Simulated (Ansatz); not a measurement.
MnO2 under changes of volume

One of the cells (10.839 Å³/atom); the others are scaled copies at fixed shape and fractional positions:

```
Mn O
1.0
     2.85658    0.00000    0.00000
    -1.42829    2.47387    0.00000
     0.00000    0.00000    4.60137
Mn O
1 2
Direct
  0.00000 0.00000 0.50000
  0.33333 0.66667 0.70629
  0.66667 0.33333 0.29371
```

Measurements of this composition are mostly on another form, of space group No. 136.

| Quantity | Value |
| --- | --- |
| Program | Ansatz 0.2.0 |
| Functional | PBEsol |
| Potentials or basis | all-electron LAPW, scalar-relativistic |
| Cutoff | 452 eV (chosen from the basis error) |
| Basis error allowed | 0.001 eV/atom |
| k mesh | 11 × 11 × 6 |
| Occupations | fermi-dirac, width 0.05 eV |
| Spin | collinear spin, ferromagnetic start |
| Starting moments | [4.0, 0.0, 0.0] μB |

```tsv
volume (Å³/atom)	energy over the lowest point (meV/atom)	pressure (GPa)	gap on the mesh (eV)	largest force (eV/Å)
10.189	18.29	11.9	0.51	0.808
10.405	5.82	6.7	0.59	0.457
10.622	0.00	2.0	0.67	0.135
10.839	0.12	-2.1	0.75	0.161
11.056	?	?	?	?
11.273	15.70	-9.1	0.89	0.683
11.489	30.09	-12.1	0.95	0.913
```

Question: What does the run at 11.056 Å³/atom give?

Answer: Energy over the lowest point 5.54 meV/atom; pressure -5.8 GPa; gap on the mesh 0.82 eV; largest force 0.433 eV/Å.

Worked out: A Birch-Murnaghan fit of order 3 (a polynomial in V^(-2/3)) to the other rows has its minimum at 10.73 Å³/atom with B0 = V·E''(V) = 206 GPa and B' = 4.6 at fixed shape and positions, which overstates the stiffness. It gives 5.53 meV/atom at 11.056 Å³/atom, against the run's 5.54, and -dE/dV = -5.8 GPa, against -5.8. A straight line through the other rows of the gap, of slope 3.69 eV per unit of ln V, gives 0.82 eV, against the run's 0.82.

Energies are extrapolated to zero smearing.

Caveats: an odd mesh through Γ misses points on the zone boundary, where band edges often lie; a cell with one magnetic atom can't hold antiferromagnetic order, which such compounds often take.
